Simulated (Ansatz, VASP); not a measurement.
**W in VASP and in Ansatz**

```
W
1.0
    -1.57716    1.57716    1.57716
     1.57716   -1.57716    1.57716
     1.57716    1.57716   -1.57716
W
1
Direct
  0.00000 0.00000 0.00000
```

Alike in both runs: functional PBEsol; k mesh 18 × 18 × 18; occupations gaussian, width 0.1 eV; no spin polarisation.

Ansatz relaxed the structure, and its values are those at the end. VASP's run is a single point on that final structure, the one shown.

|  | VASP | Ansatz |
| --- | --- | --- |
| version | VASP 6.6.1 | Ansatz 0.2.0 |
| potentials or method | VASP PAW PBE potentials, release 64 (W_sv) | scalar-relativistic, plane waves, PAW |
| plane-wave cutoff (eV) | 520 | 420 |
| valence electrons in the cell | 14 | 14 |

Ansatz gave:

* gap on the k mesh at the Fermi level (eV): none
* pressure (GPa): 0.0

Task: What did VASP give for the same quantities?

Result: gap on the k mesh at the Fermi level (eV): none; pressure (GPa): 0.7.

A gap of «none» marks a metal or a gap that the smearing closes. The functional is the same, so the differences come from potentials, cutoffs and numerics.

Caveats: the PAW data sets were made with another functional, which shifts forces and pressure a little (VASP). Spin-orbit coupling is left out, which matters for the levels of W.
